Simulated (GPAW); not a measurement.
Li, 1 atom in the cell. Symmetry: Im-3m, No. 229, cubic system. The conventional cell has a = 3.509 Å, b = 3.509 Å, c = 3.509 Å, α = 90.00°, β = 90.00°, γ = 90.00°. Around Li (site symmetry m-3m) lie 8 Li at 3.04 Å. 

| Quantity | Value |
| --- | --- |
| Program | GPAW 26.7.0 |
| Task | band structure |
| Functional | mBEEF |
| Potentials or basis | GPAW PAW data sets (gpaw-data 1.2.1) |
| Cutoff | 800 eV |
| Basis | pw |
| k mesh | 11 × 11 × 11 |
| Occupations | fermi-dirac, width 0.05 eV |
| Spin | no spin polarisation |
| Maxiter | 150 |
| Band path | GHNGPH,PN |
| Band points | 80 |

Potentials or basis: GPAW PAW data sets (gpaw-data 1.2.1), pw.

Launch:

```bash
$ OMP_NUM_THREADS=1 python run.py
```

Hardware: 1 thread of Arm Neoverse V1, with other jobs on the host.

Task: Estimate the wall time of this run.

Result: It took 31 s on 1 thread of Arm Neoverse V1, on a shared host, peak memory 0.17 GiB. Counts: scf iterations 16, plane waves 1132, bands 6, k points 56.
